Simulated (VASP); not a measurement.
# AlN (Fm-3m) in VASP: a series of runs

The runs below take AlN through relaxation of the atoms, with PBEsol.

Program: VASP 6.6.1. These are calculated values, not measurements. Logs are shortened: lines on timing, memory, paths and dates and some standing lists are left out, and cuts for length are marked.

## (1) The undisturbed crystal

The structure is cubic, space group Fm-3m (No. 225). The conventional cell has a = 4.069 Å, b = 4.069 Å, c = 4.069 Å, α = 90.00°, β = 90.00°, γ = 90.00°. Al (site symmetry m-3m) has 6 N at 2.03 Å as nearest neighbours. N (site symmetry m-3m) is surrounded by 6 Al at 2.03 Å.

Measurements of this composition are mostly on another form, of space group No. 186.

## (2) Relaxation of the atoms, PBEsol (a relaxed cell with its volume scaled by 1.04)

File INCAR:

```
PREC = Accurate
ENCUT = 600
EDIFF = 1E-7
ISMEAR = 0
SIGMA = 0.03
LREAL = F
LASPH = T
NELM = 80
ALGO = Normal
ISIF = 2
LWAVE = F
LCHARG = F
GGA = PS
IBRION = 2
NSW = 40
EDIFFG = -0.01
```

File KPOINTS:

```
Automatic mesh
0
Gamma
  12 12 12
```

File POSCAR:

```
AlN                                     
1.0
    0.0000000000      2.0485704802      2.0485704802
    2.0485704802      0.0000000000      2.0485704802
    2.0485704802      2.0485704802      0.0000000000
  Al              N             
     1     1
Direct
     0.5000000000000000    0.5000000000000000    0.5000000000000000
     0.0000000000000000    0.0000000000000000    0.0000000000000000
```

Potentials or basis: VASP PAW PBE potentials, release 64 (Al, N).

The run is started by

```
$ cat potpaw_PBE.64/Al/POTCAR potpaw_PBE.64/N/POTCAR > POTCAR
$ mpirun -np 1 vasp_std > vasp.out
```

OUTCAR:

```text
PREC = Accurate
   ENCUT = 600
   EDIFF = 1E-7
   ISMEAR = 0
   LREAL = F
   LASPH = T
   NELM = 80
   ISIF = 2
   GGA = PS
   IBRION = 2
   NSW = 40
   EDIFFG = -0.01

 ion  position               nearest neighbor table
   1  0.500  0.500  0.500-   2 2.05   2 2.05   2 2.05   2 2.05   2 2.05   2 2.05
   2  0.000  0.000  0.000-   1 2.05   1 2.05   1 2.05   1 2.05   1 2.05   1 2.05

  LATTYP: Found a face centered cubic cell.
 ALAT       =     4.0971409604

  Lattice vectors:

 A1 = (   0.0000000000,   2.0485704802,   2.0485704802)
 A2 = (   2.0485704802,   0.0000000000,   2.0485704802)
 A3 = (   2.0485704802,   2.0485704802,   0.0000000000)

Analysis of symmetry for initial positions (statically):
=====================================================================
 Subroutine PRICEL returns:
 Original cell was already a primitive cell.

 Routine SETGRP: Setting up the symmetry group for a
 face centered cubic supercell.

 Subroutine GETGRP returns: Found 48 space group operations
 (whereof 48 operations were pure point group operations)
 out of a pool of 48 trial point group operations.

The static configuration has the point symmetry O_h .

Analysis of symmetry for dynamics (positions and initial velocities):
=====================================================================
 Subroutine PRICEL returns:
 Original cell was already a primitive cell.

 Routine SETGRP: Setting up the symmetry group for a
 face centered cubic supercell.

 Subroutine GETGRP returns: Found 48 space group operations
 (whereof 48 operations were pure point group operations)
 out of a pool of 48 trial point group operations.

The dynamic configuration has the point symmetry O_h .

 Subroutine INISYM returns: Found 48 space group operations
 (whereof 48 operations are pure point group operations),
 and found     1 'primitive' translations

----------------------------------------------------------------------------------------

                                     Primitive cell

  volume of cell :      17.1942

  direct lattice vectors                    reciprocal lattice vectors
     0.000000000  2.048570480  2.048570480    -0.244072637  0.244072637  0.244072637
     2.048570480  0.000000000  2.048570480     0.244072637 -0.244072637  0.244072637
     2.048570480  2.048570480  0.000000000     0.244072637  0.244072637 -0.244072637

  length of vectors
     2.897116157  2.897116157  2.897116157     0.422746209  0.422746209  0.422746209

  position of ions in fractional coordinates (direct lattice)
     0.500000000  0.500000000  0.500000000
[... 86 lines left out ...]
   POTIM  = 0.5000    time-step for ionic-motion
   TEBEG  =    0.0;   TEEND  =   0.0 temperature during run
   PSTRESS=    0.0 pullay stress
   NELECT =       8.0000    total number of electrons
   NUPDOWN=      -1.0000    fix difference up-down
   EMIN   =  10.00;   EMAX   =-10.00  energy-range for DOS
   EFERMI =   0.00;   METHOD = LEGACY
   ISMEAR =     0;   SIGMA  =   0.03  broadening in eV -4-tet -1-fermi 0-gaus
   EFERMI_NEDOS =   21; number of points for ismear=-14 and -15
   IALGO  =     38    algorithm
   IMIX   =      4    mixing-type and parameters
     AMIX     =   0.40;   BMIX     =  1.00
     AMIX_MAG =   1.60;   BMIX_MAG =  1.00
  volume/ion in A,a.u.               =       8.60        58.02
  Fermi-wavevector in a.u.,A,eV,Ry     =   1.268559  2.397228 21.895057  1.609241
  Thomas-Fermi vector in A             =   2.401647
   LORBIT       =      0    0 simple, 1 ext, 2 COOP (PROOUT), +10 PAW based schemes
   GGA     = PS    functional components
   LHFCALC =     F    Hartree Fock is set to
   AEXX    =    0.0000 exact exchange contribution
   IVDW    =     0    specifies the selected vdW correction
   LEPSILON=     F    determine dielectric tensor
   LRPA    =     F    only Hartree local field effects (RPA)
 conjugate gradient relaxation of ions
 non-spin polarized calculation
 Gauss-broadening in eV      SIGMA  =   0.03
  energy-cutoff  :      600.00
  volume of cell :       17.19
 maximum number of plane-waves:       588
   NGX = 11   NGY = 11   NGZ = 11

 number of electron       8.0000001 magnetization

 Free energy of the ion-electron system (eV)
  ---------------------------------------------------
  ext. energy  EPLUGINS =         0.00000000
  ---------------------------------------------------
  free energy    TOTEN  =       -15.43156629 eV

  energy without entropy =      -15.43156629  energy(sigma->0) =      -15.43156629

 E-fermi :   9.5671     XC(G=0): -12.2668

 val. band max:        9.3799230375   @ k =   0.0000   0.0000   0.0000
 cond. band min:      13.5629950608   @ k =   0.5000   0.5000   0.0000
 fundamental gap:      4.1830720232
 Fermi energy:         9.5671216363

 k-point     1 :       0.0000    0.0000    0.0000
  band No.  band energies     occupation
      1      -7.8145      2.00000
      2       9.3799      2.00000
      3       9.3799      2.00000
      4       9.3799      2.00000
      5      14.4909      0.00000
      6      21.2799      0.00000
      7      21.2799      0.00000
      8      21.2799      0.00000
[... 243 lines left out ...]
 k-point    24 :      -0.4167    0.1667    0.0000
  band No.  band energies     occupation
      1      -4.4134      2.00000
      2       1.8512      2.00000
      3       6.4271      2.00000
      4       8.0282      2.00000
      5      16.5315      0.00000
      6      18.4300      0.00000
      7      20.9946      0.00000
      8      21.6212      0.00000

 [... further k-points ...]

------------------------ aborting loop because EDIFF is reached ----------------------------------------

  FORCE on cell =-STRESS in cart. coord.  units (eV):
  Direction    XX          YY          ZZ          XY          YZ          ZX
  --------------------------------------------------------------------------------------
  -------------------------------------------------------------------------------------
  Total       -1.0273070     -1.0273070     -1.0273070      0.0000000      0.0000000     -0.0000000
  in kB      -95.7256020    -95.7256020    -95.7256020      0.0000000      0.0000000     -0.0000000
  external PRESSURE =     -95.7256020 kB  Pullay stress =       0.0000000 kB

 VOLUME and BASIS-vectors are now :
 -----------------------------------------------------------------------------
  energy-cutoff  :      600.00
  volume of cell :       17.19
      direct lattice vectors                 reciprocal lattice vectors
     0.000000000  2.048570480  2.048570480    -0.244072637  0.244072637  0.244072637
     2.048570480  0.000000000  2.048570480     0.244072637 -0.244072637  0.244072637
     2.048570480  2.048570480  0.000000000     0.244072637  0.244072637 -0.244072637

 POSITION                                       TOTAL-FORCE (eV/Angst)
 -----------------------------------------------------------------------------------
      2.04857      2.04857      2.04857         0.000000     -0.000000      0.000000
      0.00000      0.00000      0.00000        -0.000000      0.000000     -0.000000
 -----------------------------------------------------------------------------------
    total drift:                                0.000000     -0.000000     -0.000000

  FREE ENERGIE OF THE ION-ELECTRON SYSTEM (eV)
  ---------------------------------------------------
  free  energy   TOTEN  =       -15.4315662911 eV

  energy  without entropy=      -15.4315662911  energy(sigma->0) =      -15.43156629

 reached required accuracy - stopping structural energy minimisation
```

CONTCAR:

```text
AlN
   1.00000000000000
     0.0000000000000000    2.0485704802000000    2.0485704802000000
     2.0485704802000000    0.0000000000000000    2.0485704802000000
     2.0485704802000000    2.0485704802000000    0.0000000000000000
  Al              N
     1     1
Direct
     0.5000000000000000    0.5000000000000000    0.5000000000000000
     0.0000000000000000    0.0000000000000000    0.0000000000000000

  0.00000000E+00  0.00000000E+00  0.00000000E+00
  0.00000000E+00  0.00000000E+00  0.00000000E+00
```

Run time: 4.1 s. Hardware: 1 thread of Intel Xeon 6975P-C (Granite Rapids), shared host; peak memory 0.14 GiB.

What came out:

```yaml
Free_energy: -15.4316 eV
Pressure_after_relaxing: -9.6 GPa
Band_gap_on_the_k_mesh: 4.18 eV, indirect (least direct gap 5.11 eV)
```

Final structure:
```yaml
crystal:
  lattice:
    - [0.00000, 2.04857, 2.04857]
    - [2.04857, 0.00000, 2.04857]
    - [2.04857, 2.04857, 0.00000]
  atoms:
    - { symbol: Al, position: [0.50000, 0.50000, 0.50000] }
    - { symbol: N, position: [0.00000, 0.00000, 0.00000] }
```

Levels at points of the mesh, in eV from the valence-band top:
```tsv
k point	band 1	band 2	band 3	band 4	band 5	band 6	band 7	band 8
(0.00, 0.00, 0.00)	-17.19	0.00	0.00	0.00	5.11	11.90	11.90	11.90
(0.50, 0.00, 0.00)	-14.05	-8.12	-1.02	-1.02	5.80	10.59	10.59	12.67
(0.50, 0.50, 0.00)	-13.11	-7.18	-2.72	-2.72	4.18	5.20	13.49	16.55
```

Caveat: the relaxation stopped at its first step, so nothing moved; the PAW data sets were made with another functional, which shifts forces and pressure a little.

## (3) Relaxation of the atoms, PBEsol (a relaxed cell with its volume scaled by 1.06)

INCAR is that of step 2.

KPOINTS is that of step 2.

File POSCAR:

```
AlN                                     
1.0
    0.0000000000      2.0616190516      2.0616190516
    2.0616190516      0.0000000000      2.0616190516
    2.0616190516      2.0616190516      0.0000000000
  Al              N             
     1     1
Direct
     0.5000000000000000    0.5000000000000000    0.5000000000000000
     0.0000000000000000    0.0000000000000000    0.0000000000000000
```

Potentials or basis: VASP PAW PBE potentials, release 64 (Al, N).

The run is started by

```
$ cat potpaw_PBE.64/Al/POTCAR potpaw_PBE.64/N/POTCAR > POTCAR
$ mpirun -np 1 vasp_std > vasp.out
```

Wall time 4.1 s (1 thread of Intel Xeon 6975P-C (Granite Rapids), shared host); peak memory 0.14 GiB.

It converged, with:

* Free energy: -15.4081 eV
* Pressure after relaxing: -13.7 GPa
* Band gap on the k mesh: 4.01 eV, indirect (least direct gap 4.85 eV)

Final structure:
```cif
data_structure
_symmetry_space_group_name_H-M 'P 1'
_symmetry_Int_Tables_number 1
_cell_length_a 2.9156
_cell_length_b 2.9156
_cell_length_c 2.9156
_cell_angle_alpha 60.000
_cell_angle_beta 60.000
_cell_angle_gamma 60.000
_cell_volume 17.52
loop_
_atom_site_label
_atom_site_type_symbol
_atom_site_fract_x
_atom_site_fract_y
_atom_site_fract_z
_atom_site_occupancy
Al1 Al 0.50000 0.50000 0.50000 1
N1 N 0.00000 0.00000 0.00000 1
```

Levels at points of the mesh, in eV from the valence-band top:
```tsv
k point	band 1	band 2	band 3	band 4	band 5	band 6	band 7	band 8
(0.00, 0.00, 0.00)	-17.03	0.00	0.00	0.00	4.85	11.84	11.84	11.84
(0.50, 0.00, 0.00)	-13.96	-8.00	-0.99	-0.99	5.68	10.44	10.44	12.39
(0.50, 0.50, 0.00)	-13.04	-7.06	-2.67	-2.67	4.01	5.23	13.27	16.26
```

Caveat: the relaxation stopped at its first step, so nothing moved; the PAW data sets were made with another functional, which shifts forces and pressure a little.
